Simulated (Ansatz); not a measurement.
**BaTiO3: strain energy, fitted**

BaTiO3, Pm-3m, a = 3.994 Å. The structure is a Materials Project entry; whether it is the stable form wasn't checked. Ansatz: r2SCAN, PAW, 500 eV, Γ-centred 8×8×8 mesh on 5 atoms, Gaussian smearing 0.02 eV; no spin polarisation. Series: uniaxial strain along a, with b, c and atoms relaxed; x is the strain in per cent. y is the free energy over the unstrained cell, V0 = 12.743 Å³/atom.

```tsv
x (%)	y (meV/atom)
-3.0	10.13
-2.0	?
-1.0	1.04
0.0	0.00
1.0	0.98
2.0	3.78
3.0	8.24
```

Problem. Fit y = c2 x² + c3 x³ to the other rows, turn c2 into a modulus, and predict the missing energy.

Solution. Least squares on the rows shown. y = 1.020 x² − 0.03510 x³. In eV per unit strain² c2 is 10.20; this is Young's modulus along the axis (E = ½ Y V0 ε²): 2 × 10.20 × 160.2 / (12.743) = 256 GPa. At x = -2.0 the fit asked for gives 4.36 meV/atom. The run gave 4.34 meV/atom, so the fit is 0.02 meV/atom too high, within twice the rms miss on the fitted rows (0.01 meV/atom).

Symmetry holds off the tilts and polar distortions that many cubic perovskites undergo.